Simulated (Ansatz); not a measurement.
# Cu: band structure with PBEsol

Crystal: Cu.

```
CELL_PARAMETERS angstrom
2.53410 0.00000 0.00000
-1.26705 2.19459 0.00000
0.00000 0.00000 4.11257
ATOMIC_POSITIONS crystal
Cu 0.66667 0.33333 0.75000
Cu 0.33333 0.66667 0.25000
```

This isn't the form of Cu at room conditions, which is fcc.

```
Program                             : Ansatz 0.2.0
Task                                : band structure
Functional                          : PBEsol
Potentials or basis                 : Ansatz PAW
Cutoff                              : 420 eV (not typed: the program's choice for these potentials)
k mesh                              : 12 × 12 × 7
Occupations                         : fermi-dirac, width 0.05 eV
Spin                                : no spin polarisation
Path                                : [["G", "M", "K", "G", "A", "L", "H", "A"], ["L", "M"], ["K", "H"]]
Points for each segment of the path : 14
```

* Pressure: -1.4 GPa
* Band gap on the k mesh: none (metal or under the smearing width)

Stress tensor (GPa, compression positive):
```
-1.56  0.00  0.00
 0.00 -1.56  0.00
 0.00  0.00 -1.14
```

Levels at the corners of the path, in eV from the Fermi level:
| point | band 15 | band 16 | band 17 | band 18 | band 19 | band 20 | band 21 | band 22 | band 23 | band 24 |
| --- | --- | --- | --- | --- | --- | --- | --- | --- | --- | --- |
| Γ | -2.76 | -2.48 | -2.48 | -1.67 | -1.67 | -1.08 | 4.04 | 21.55 | 21.96 | 21.96 |
| M | -2.73 | -1.58 | -1.51 | -1.47 | 0.03 | 1.63 | 7.92 | 8.33 | 10.93 | 11.32 |
| K | -2.51 | -1.77 | -1.77 | -1.67 | 3.04 | 3.46 | 3.46 | 10.48 | 11.12 | 11.12 |
| Γ | -2.76 | -2.48 | -2.48 | -1.67 | -1.67 | -1.08 | 4.04 | 21.55 | 21.96 | 21.96 |
| A | -3.04 | -3.04 | -1.91 | -1.91 | -1.91 | -1.91 | 12.87 | 12.87 | 22.26 | 22.26 |
| L | -1.87 | -1.87 | -1.51 | -1.51 | 0.44 | 0.44 | 5.02 | 5.02 | 16.30 | 16.30 |
| H | -2.46 | -2.46 | -1.64 | -1.64 | 4.10 | 4.10 | 5.65 | 5.65 | 7.08 | 7.08 |
| A | -3.04 | -3.04 | -1.91 | -1.91 | -1.91 | -1.91 | 12.87 | 12.87 | 22.26 | 22.26 |
| L | -1.87 | -1.87 | -1.51 | -1.51 | 0.44 | 0.44 | 5.02 | 5.02 | 16.30 | 16.30 |
| M | -2.73 | -1.58 | -1.51 | -1.47 | 0.03 | 1.63 | 7.92 | 8.33 | 10.93 | 11.32 |
| K | -2.51 | -1.77 | -1.77 | -1.67 | 3.04 | 3.46 | 3.46 | 10.48 | 11.12 | 11.12 |
| H | -2.46 | -2.46 | -1.64 | -1.64 | 4.10 | 4.10 | 5.65 | 5.65 | 7.08 | 7.08 |

Run time: 2.4 s on 2 threads of Arm Neoverse V1 (shared host), peak memory 0.3 GiB.

Caveat: the PAW data sets come from PBE, with cores solved anew for the run's functional, which leaves a small shift of forces and pressure.
